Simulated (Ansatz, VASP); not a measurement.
Al: VASP beside Ansatz

INCAR

```
ALGO = Fast
EDIFF = 1E-6
ENCUT = 520
GGA = PS
ISIF = 2
ISMEAR = -1
LASPH = True
LCHARG = False
LREAL = False
LWAVE = False
NBANDS = 8
NELM = 100
PREC = Accurate
SIGMA = 0.05
```

Contents of KPOINTS:

```
k-points
0
Gamma
  12 12 12
```

File POSCAR:

```
Al
1.0
   -1.5912186900      1.5912186900      1.5912186900
    1.5912186900     -1.5912186900      1.5912186900
    1.5912186900      1.5912186900     -1.5912186900
Al
1
Direct
    0.0000000000      0.0000000000      0.0000000000
```

File input.yaml:

```yaml
crystal:
  lattice:
    - [-1.59121869, 1.59121869, 1.59121869]
    - [1.59121869, -1.59121869, 1.59121869]
    - [1.59121869, 1.59121869, -1.59121869]
  atoms:
    - { symbol: Al, position: [0.0, 0.0, 0.0] }
kpoints:
  mp_grid: { grid: [12, 12, 12] }
scf:
  occupations: { method: fermi_dirac, width: 0.05 }
hamiltonian:
  xc: pbesol
  pseudopotentials: { kind: all_electron, lapw: { basis_error: 0.001 } }
output:
  forces: true
  stress: true
  eigenvalues: true
```

Alike in both runs: task single point; functional PBEsol; k mesh 12 × 12 × 12; occupations fermi-dirac, width 0.05 eV; no spin polarisation.

|  | VASP | Ansatz |
| --- | --- | --- |
| version | VASP 6.6.1 | Ansatz 0.2.0 |
| potentials or method | VASP PAW PBE potentials, release 64 (Al) | all-electron LAPW, scalar-relativistic |
| plane-wave cutoff (eV) | 520 | see its input |

|  | VASP | Ansatz | Ansatz less VASP |
| --- | --- | --- | --- |
| gap on the k mesh at the Fermi level (eV) | none | none | - |
| pressure (GPa) | 2.3 | 2.3 | -0.05 |

A gap of «none» marks a metal or a gap that the smearing closes. Ansatz ran all-electron here, so the differences hold the error of VASP's frozen core and of both bases.

Caveats: the PAW data sets were made with another functional, which shifts forces and pressure a little (VASP).
